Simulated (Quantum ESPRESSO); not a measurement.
# Ge (Fd-3m) in Quantum ESPRESSO: a series of runs, part 3 of 4

Quantum ESPRESSO 7.5.

## 5. Phonons, RPBE

The input, pw.in:

```
&CONTROL
  calculation = 'scf'
  prefix = 'pwscf'
  outdir = './tmp'
  pseudo_dir = './pseudo'
  tprnfor = .true.
  tstress = .true.
  disk_io = 'low'
/
&SYSTEM
  ibrav = 0
  nat = 2
  ntyp = 1
  ecutwfc = 78
  nbnd = 21
  input_dft = 'rpbe'
  occupations = 'smearing'
  smearing = 'mv'
  degauss = 0.00999582
/
&ELECTRONS
  conv_thr = 4d-10
  electron_maxstep = 120
  mixing_beta = 0.5
/
ATOMIC_SPECIES
Ge    72.6300 Ge.upf
CELL_PARAMETERS angstrom
   0.0000000000    2.8289100000    2.8289100000
   2.8289100000    0.0000000000    2.8289100000
   2.8289100000    2.8289100000    0.0000000000
ATOMIC_POSITIONS crystal
Ge     0.7500000000    0.7500000000    0.7500000000
Ge     0.5000000000    0.5000000000    0.5000000000
K_POINTS automatic
8 8 8 0 0 0
```

The input, scf2.in:

```
&CONTROL
  calculation = 'scf'
  prefix = 'pwscf'
  outdir = './tmp'
  pseudo_dir = './pseudo'
  tprnfor = .true.
  tstress = .true.
  disk_io = 'low'
/
&SYSTEM
  ibrav = 0
  nat = 2
  ntyp = 1
  ecutwfc = 78
  nbnd = 21
  input_dft = 'rpbe'
  occupations = 'fixed'
/
&ELECTRONS
  conv_thr = 1d-13
  electron_maxstep = 120
  mixing_beta = 0.5
  startingpot = 'file'
  startingwfc = 'file'
/
ATOMIC_SPECIES
Ge    72.6300 Ge.upf
CELL_PARAMETERS angstrom
   0.0000000000    2.8289100000    2.8289100000
   2.8289100000    0.0000000000    2.8289100000
   2.8289100000    2.8289100000    0.0000000000
ATOMIC_POSITIONS crystal
Ge     0.7500000000    0.7500000000    0.7500000000
Ge     0.5000000000    0.5000000000    0.5000000000
K_POINTS automatic
8 8 8 0 0 0
```

The input, ph.in:

```
phonons of Ge
&INPUTPH
  prefix = 'pwscf'
  outdir = './tmp'
  tr2_ph = 1d-16
  fildyn = 'dyn'
  niter_ph = 60
  alpha_mix(1) = 0.7
  epsil = .true.
/
0.0000000000 0.0000000000 0.0000000000
```

The input, dynmat.in:

```
&INPUT
  fildyn = 'dyn'
  asr = 'crystal'
  lperm = .true.
  filout = 'dynmat.disp'
  fileig = 'dynmat.eig'
/
```

The input, dynmat_lo.in:

```
&INPUT
  fildyn = 'dyn'
  asr = 'crystal'
  filout = 'dynmat_lo.disp'
  fileig = 'dynmat_lo.eig'
  q(1) = 0
  q(2) = 0
  q(3) = 1
/
```

Potentials or basis: PseudoDojo 0.4.1 SR PBE standard.

Started as:

```bash
$ OMP_NUM_THREADS=1 pw.x -in pw.in > pw.out
$ OMP_NUM_THREADS=1 pw.x -in scf2.in > scf2.out
$ OMP_NUM_THREADS=1 ph.x -in ph.in > ph.out
$ OMP_NUM_THREADS=1 dynmat.x -in dynmat.in > dynmat.out
$ OMP_NUM_THREADS=1 dynmat.x -in dynmat_lo.in > dynmat_lo.out
```

pw.out:

```text
This program is part of the open-source Quantum ESPRESSO suite
     for quantum simulation of materials; please cite
         "P. Giannozzi et al., J. Phys.:Condens. Matter 21 395502 (2009);
         "P. Giannozzi et al., J. Phys.:Condens. Matter 29 465901 (2017);
         "P. Giannozzi et al., J. Chem. Phys. 152 154105 (2020);
     in publications or presentations arising from this work. More details at

     IMPORTANT: XC functional enforced from input :
     Exchange-correlation= RPBE
                           (   1   4  44   4   0   0   0)
     Any further DFT definition will be discarded
     Please, verify this is what you really want

     Message from routine setup:
     using ibrav=0 with symmetry is DISCOURAGED, use correct ibrav instead

     G-vector sticks info
     --------------------
     sticks:   dense  smooth     PW     G-vecs:    dense   smooth      PW
     Sum        1237    1237    361                28475    28475    4573

     Using Slab Decomposition

     bravais-lattice index     =            0
     lattice parameter (alat)  =       7.5602  a.u.
     unit-cell volume          =     305.5512 (a.u.)^3
     number of atoms/cell      =            2
     number of atomic types    =            1
     number of electrons       =        28.00
     number of Kohn-Sham states=           21
     kinetic-energy cutoff     =      78.0000  Ry
     charge density cutoff     =     312.0000  Ry
     scf convergence threshold =      4.0E-10
     mixing beta               =       0.5000
     number of iterations used =            8  plain     mixing
     Exchange-correlation= RPBE
                           (   1   4  44   4   0   0   0)

     celldm(1)=   7.560195  celldm(2)=   0.000000  celldm(3)=   0.000000
     celldm(4)=   0.000000  celldm(5)=   0.000000  celldm(6)=   0.000000

     crystal axes: (cart. coord. in units of alat)
               a(1) = (   0.000000   0.707107   0.707107 )
               a(2) = (   0.707107   0.000000   0.707107 )
               a(3) = (   0.707107   0.707107   0.000000 )

     reciprocal axes: (cart. coord. in units 2 pi/alat)
               b(1) = ( -0.707107  0.707107  0.707107 )
               b(2) = (  0.707107 -0.707107  0.707107 )
               b(3) = (  0.707107  0.707107 -0.707107 )

     PseudoPot. # 1 for Ge read from file:
     Ge.upf
     Pseudo is Norm-conserving + core correction, Zval = 14.0
     Generated using ONCVPSP code by D. R. Hamann
     Using radial grid of 1560 points,  6 beta functions with:
                l(1) =   0
                l(2) =   0
                l(3) =   1
                l(4) =   1
                l(5) =   2
                l(6) =   2

     atomic species   valence    mass     pseudopotential
     Ge               14.00    72.63000     Ge( 1.00)

     48 Sym. Ops., with inversion, found (24 have fractional translation)

   Cartesian axes

     site n.     atom                  positions (alat units)
         1        Ge     tau(   1) = (   1.0606602   1.0606602   1.0606602  )
         2        Ge     tau(   2) = (   0.7071068   0.7071068   0.7071068  )

     number of k points=    29  Marzari-Vanderbilt smearing, width (Ry)=  0.0100
                       cart. coord. in units 2pi/alat
        k(    1) = (   0.0000000   0.0000000   0.0000000), wk =   0.0039062
        k(    2) = (   0.0883883   0.0883883  -0.0883883), wk =   0.0312500
        k(    3) = (   0.1767767   0.1767767  -0.1767767), wk =   0.0312500
        k(    4) = (   0.2651650   0.2651650  -0.2651650), wk =   0.0312500
        k(    5) = (  -0.3535534  -0.3535534   0.3535534), wk =   0.0156250
        k(    6) = (   0.1767767   0.0000000   0.0000000), wk =   0.0234375
[... 21 lines left out ...]
        k(   28) = (  -0.7071068   0.1767767  -0.0000000), wk =   0.0468750
        k(   29) = (  -0.7071068   0.3535534   0.0000000), wk =   0.0234375

     Dense  grid:    28475 G-vectors     FFT dimensions: (  48,  48,  48)

     Initial potential from superposition of free atoms

     starting charge      27.9984, renormalised to      28.0000
     Starting wfcs are   18 randomized atomic wfcs +    3 random wfcs

     Self-consistent Calculation

     iteration #  1     ecut=    78.00 Ry     beta= 0.50
     Davidson diagonalization with overlap
     ethr =  1.00E-02,  avg # of iterations =  5.7

     Threshold (ethr) on eigenvalues was too large:
     Diagonalizing with lowered threshold

     Davidson diagonalization with overlap
     ethr =  1.10E-04,  avg # of iterations =  3.9

     total energy              =    -357.52666117 Ry
     estimated scf accuracy    <       0.03154253 Ry
[... 50 lines left out ...]
     iteration #  9     ecut=    78.00 Ry     beta= 0.50
     Davidson diagonalization with overlap
     ethr =  3.06E-12,  avg # of iterations =  2.0

     End of self-consistent calculation

          k = 0.0000 0.0000 0.0000 (  3527 PWs)   bands (ev):

   -15.2839 -15.2839 -15.2839 -15.2501 -15.2501 -15.0420 -15.0420 -15.0420
   -15.0305 -15.0305  -3.0301   9.7032   9.7032   9.7032   9.9011  12.2537
    12.2537  12.2537  16.3204  19.0546  19.0546

          k = 0.0884 0.0884-0.0884 (  3575 PWs)   bands (ev):
[... 19 lines left out ...]
   -15.3080 -15.3080 -15.2666 -15.2089 -15.2089 -15.0773 -15.0773 -15.0620
   -15.0023 -15.0023  -0.9376   2.1419   8.2963   8.2963   9.9795  13.4400
    13.4400  16.9654  20.4209  20.9186  20.9510

          k = 0.1768 0.0000 0.0000 (  3575 PWs)   bands (ev):

   -15.2916 -15.2895 -15.2895 -15.2413 -15.2265 -15.0762 -15.0384 -15.0335
   -15.0335 -15.0153  -2.7753   7.3848   8.8266   8.8266  11.6325  12.0480
    13.4552  13.4552  17.0621  17.5166  19.3219

          k = 0.2652 0.0884-0.0884 (  3563 PWs)   bands (ev):
[... 25 lines left out ...]
   -15.3109 -15.3085 -15.2635 -15.2193 -15.2019 -15.0896 -15.0742 -15.0540
   -15.0063 -14.9981  -1.8708   4.2389   7.1630   8.7750  11.4114  13.4759
    13.6984  15.4867  17.2642  18.7367  20.1141

          k = 0.0000-0.1768 0.1768 (  3557 PWs)   bands (ev):

   -15.3032 -15.2959 -15.2777 -15.2316 -15.2201 -15.0746 -15.0645 -15.0342
   -15.0245 -15.0061  -2.5266   6.1269   7.9663   9.3205  11.4999  12.8247
    13.0278  14.5391  17.2140  18.3328  18.3422

          k = 0.3536 0.0000 0.0000 (  3543 PWs)   bands (ev):

   -15.3018 -15.3018 -15.2905 -15.2165 -15.1817 -15.1278 -15.0613 -15.0174
   -15.0141 -15.0141  -2.0189   5.0476   7.6633   7.6633  10.7629  12.5144
    15.5574  15.5574  16.8542  20.0140  20.1256

          k = 0.4419 0.0884-0.0884 (  3546 PWs)   bands (ev):
[... 13 lines left out ...]
   -15.3318 -15.3173 -15.2349 -15.1800 -15.1713 -15.1227 -15.1128 -15.0796
   -14.9902 -14.9775  -0.3639   2.1522   5.5690   7.6192  11.3745  14.8012
    15.3753  16.5512  17.4895  18.6852  21.6340

          k = 0.0000-0.3536 0.3536 (  3555 PWs)   bands (ev):

   -15.3239 -15.3168 -15.2409 -15.2065 -15.1795 -15.1089 -15.0887 -15.0774
   -14.9912 -14.9877  -1.1428   3.2242   5.8506   8.1960  11.7204  14.5003
    14.8814  15.0859  17.3306  19.2513  21.7295

          k = 0.5303-0.0000 0.0000 (  3539 PWs)   bands (ev):

   -15.3129 -15.3129 -15.2710 -15.1834 -15.1800 -15.1303 -15.0960 -15.0407
   -14.9958 -14.9958  -0.7885   2.8434   6.8918   6.8918  10.3316  11.3254
    17.7903  17.7903  19.0732  21.4698  22.2842

          k =-0.0884-0.6187 0.6187 (  3541 PWs)   bands (ev):

   -15.3239 -15.3165 -15.2455 -15.1990 -15.1598 -15.1168 -15.1138 -15.0675
   -14.9902 -14.9835   0.0429   1.7929   6.1446   6.8040  10.6527  11.6975
    17.6704  18.0464  20.3798  21.5568  21.7677

          k = 0.0000-0.5303 0.5303 (  3536 PWs)   bands (ev):

   -15.3340 -15.3183 -15.2314 -15.1737 -15.1490 -15.1352 -15.1306 -15.0817
   -14.9881 -14.9740   0.3908   1.4533   5.3775   7.0668  10.9120  13.8330
    16.9985  17.1045  17.9508  19.4748  23.4388

          k =-0.7071 0.0000 0.0000 (  3540 PWs)   bands (ev):

   -15.3172 -15.3172 -15.2337 -15.2337 -15.1376 -15.1376 -15.0807 -15.0807
   -14.9886 -14.9886   0.8616   0.8616   6.6265   6.6265  10.5054  10.5054
    19.2796  19.2796  21.4510  21.4510  22.4939

          k = 0.3536 0.1768 0.0000 (  3553 PWs)   bands (ev):

   -15.3122 -15.3096 -15.2676 -15.2145 -15.1861 -15.1177 -15.0673 -15.0477
   -15.0050 -14.9976  -1.7930   4.3878   6.8556   8.0884  12.1029  12.5775
    14.3875  15.2712  17.7477  19.9807  20.1107

          k =-0.2652-0.4419 0.6187 (  3557 PWs)   bands (ev):
[... 19 lines left out ...]
   -15.3321 -15.3229 -15.2240 -15.1704 -15.1626 -15.1378 -15.1191 -15.0870
   -14.9846 -14.9760   0.1616   1.7195   5.5748   6.6209  12.0459  13.9736
    14.8476  16.8410  18.6395  21.3840  21.9273

          k = 0.0000-0.3536 0.5303 (  3557 PWs)   bands (ev):

   -15.3325 -15.3224 -15.2246 -15.1768 -15.1509 -15.1471 -15.1147 -15.0866
   -14.9853 -14.9762  -0.1654   2.0811   5.4250   6.9814  12.4191  14.2643
    14.7408  16.5275  17.9719  19.3806  23.1922

          k =-0.7071 0.1768-0.0000 (  3542 PWs)   bands (ev):

   -15.3248 -15.3248 -15.2150 -15.2150 -15.1392 -15.1392 -15.0967 -15.0967
   -14.9821 -14.9821   0.9096   0.9096   6.1669   6.1669  11.6896  11.6896
    17.3615  17.3615  20.8216  20.8216  22.6192

          k =-0.7071 0.3536 0.0000 (  3552 PWs)   bands (ev):

   -15.3308 -15.3308 -15.1921 -15.1921 -15.1450 -15.1450 -15.1132 -15.1132
   -14.9767 -14.9767   0.9602   0.9602   5.8057   5.8057  14.0765  14.0765
    14.4579  14.4579  20.7801  20.7801  22.7068

     the Fermi energy is     9.8127 ev

!    total energy              =    -357.52753994 Ry
     estimated scf accuracy    <          2.5E-11 Ry
     smearing contrib. (-TS)   =      -0.00000079 Ry
     internal energy E=F+TS    =    -357.52753914 Ry

     The total energy is F=E-TS. E is the sum of the following terms:
     one-electron contribution =    -183.24612298 Ry
     hartree contribution      =     110.84281664 Ry
     xc contribution           =     -87.62347460 Ry
     ewald contribution        =    -197.50075820 Ry

     convergence has been achieved in   9 iterations

     Forces acting on atoms (cartesian axes, Ry/au):

     atom    1 type  1   force =     0.00000000    0.00000000    0.00000000
     atom    2 type  1   force =     0.00000000    0.00000000    0.00000000

     Total force =     0.000000     Total SCF correction =     0.000000

     Computing stress (Cartesian axis) and pressure

          total   stress  (Ry/bohr**3)                   (kbar)     P=       60.88
   0.00041386  -0.00000000  -0.00000000           60.88       -0.00       -0.00
  -0.00000000   0.00041386  -0.00000000           -0.00       60.88       -0.00
  -0.00000000  -0.00000000   0.00041386           -0.00       -0.00       60.88

=------------------------------------------------------------------------------=
   JOB DONE.
=------------------------------------------------------------------------------=
```

It took 19 min on 1 thread of Arm Neoverse V1, shared host; peak memory 0.1 GiB.

Results:

```
Free energy                   : -4864.4101 eV
Pressure after relaxing       : 6.1 GPa
Band gap on the k mesh        : 0.20 eV, direct
Highest phonon frequency at Γ : 302 cm⁻¹
```

Levels at points of the mesh, in eV from the valence-band top:
```csv
k point,band 10,band 11,band 12,band 13,band 14,band 15,band 16,band 17,band 18,band 19
"(0.00, 0.00, 0.00)",-24.73,-12.73,0.00,0.00,0.00,0.20,2.55,2.55,2.55,6.62
"(0.00, 0.00, -0.50)",-24.71,-10.64,-7.56,-1.41,-1.41,0.28,3.74,3.74,7.26,10.72
"(0.00, -0.50, -0.50)",-24.69,-8.84,-8.84,-3.08,-3.08,0.80,0.80,9.58,9.58,11.75
```

Phonon frequencies in cm⁻¹ (negative: imaginary):
| q point | frequencies |
| --- | --- |
| (0.000, 0.000, 0.000) | 3 3 3 302 302 302 |

Optical modes at Γ, degenerate ones joined, polar ones without the macroscopic field:
```tsv
cm⁻¹	components	symmetry	active in
302	3	T2g	Raman
```

Caveat: the potentials were made for another functional, which shifts forces and pressure; the cell is more than 3 GPa from zero pressure, which shifts response properties; this smearing can shift energies of a crystal with a gap; the gap on the mesh is small and may close between mesh points, in which case fixed occupations spoil the response.

(Part 3 of 4 ends here.)
